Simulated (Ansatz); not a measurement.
WSe₂ (P-6m2) from a database structure, relaxed with r2SCAN+rVV10 in Ansatz 0.2.0. It is hexagonal, P-6m2 (No. 187); a = 3.297 Å, c = 7.184 Å in the conventional setting, 22.55 Å³ an atom. W is surrounded by 6 Se at 2.53 Å; Se is surrounded by 3 W at 2.53 Å.

The axes x, y and z are those of this cell:
```yaml
crystal:
  lattice:
    - [3.29721, 0.00000, 0.00000]
    - [-1.64861, 2.85547, 0.00000]
    - [0.00000, 0.00000, 7.18427]
  atoms:
    - { symbol: W, position: [0.00000, 0.00000, 0.00000] }
    - { symbol: Se, position: [0.33333, 0.66667, 0.23192] }
    - { symbol: Se, position: [0.33333, 0.66667, 0.76808] }
```

Unstrained: With PBE the valence top lies at A and the conduction bottom at Γ–K (0.53 of the way from Γ), 1.367 eV higher; the smallest vertical gap, at H, is 1.559 eV. With r2SCAN the valence top lies at A and the conduction bottom at Γ–K (0.53 of the way from Γ), 1.487 eV higher; the smallest vertical gap, at H, is 1.675 eV. HSE06 gives an indirect gap of 1.889 eV, from A to Γ–K (0.53 of the way from Γ); the least direct gap is 2.021 eV at H. Meshes: PBE 12×12×4, r2SCAN 12×12×4, HSE06 6×6×4. Strains are changes of length per length, and xy shears are angles. After each strain the atoms were relaxed again with r2SCAN+rVV10 within the symmetry that the strain leaves, so tilts or polar shifts that break it weren't tested; points keep the names that they have in the unstrained zone. Calculated for a static, non-magnetic cell.

Question: Estimate what biaxial -0.59 % in x and y, z held does to the gap.

Answer: PBE: the gap goes from 1.367 to 1.357 eV (-0.010 eV); the edges go from A → Γ–K (0.53) to H → Γ–K (0.53). r2SCAN: the gap goes from 1.487 to 1.497 eV (+0.010 eV); the edges go from A → Γ–K (0.53) to H → Γ–K (0.53). HSE06: the gap goes from 1.889 to 1.858 eV (-0.031 eV); the edges go from A → Γ–K (0.53) to H → Γ–K (0.53).

Question: Apply uniaxial +4.23 % along z, other directions held. How far does the gap move, against the unstrained cell?

Answer: PBE: the gap goes from 1.367 to 1.466 eV (+0.099 eV); the edges go from A → Γ–K (0.53) to H → Γ–K (0.52). r2SCAN: the gap goes from 1.487 to 1.605 eV (+0.118 eV); the edges go from A → Γ–K (0.53) to H → Γ–K (0.52). HSE06: the gap goes from 1.889 to 1.971 eV (+0.082 eV); the edges go from A → Γ–K (0.53) to H → Γ–K (0.52).

Question: Estimate what isotropic +5.19 % on every length does to the gap.

Answer: PBE: the gap goes from 1.367 to 0.655 eV (-0.712 eV); the edges go from A → Γ–K (0.53) to A → K. r2SCAN: the gap goes from 1.487 to 0.725 eV (-0.762 eV); the edges go from A → Γ–K (0.53) to A → K. HSE06: the gap goes from 1.889 to 1.040 eV (-0.849 eV); the edges go from A → Γ–K (0.53) to A → K.

Question: Apply xy shear, engineering strain (angle) -5.13 %. How far does the gap move, against the unstrained cell?

Answer: PBE: the gap goes from 1.367 to 1.350 eV (-0.017 eV); the edges go from A → Γ–K (0.53) to A → (0.182, 0.172, 0). r2SCAN: the gap goes from 1.487 to 1.471 eV (-0.016 eV); the edges go from A → Γ–K (0.53) to A → (0.182, 0.172, 0). HSE06: the gap goes from 1.889 to 1.862 eV (-0.027 eV); the edges go from A → Γ–K (0.53) to H → (0.182, 0.172, 0).

Spin-orbit coupling is left out, which matters wherever the heavy atoms make up the band edges.

Where an edge lies off the special points, it is a point of the mesh or the k point where a search put PBE's edge or least direct gap, reused for the other functionals, whose own edges may lie a little apart.

Coordinates of k points refer to the reciprocal vectors of the primitive cell of the runs.

The meshes of the hybrids are coarse, so their gaps aren't converged to the digits shown.
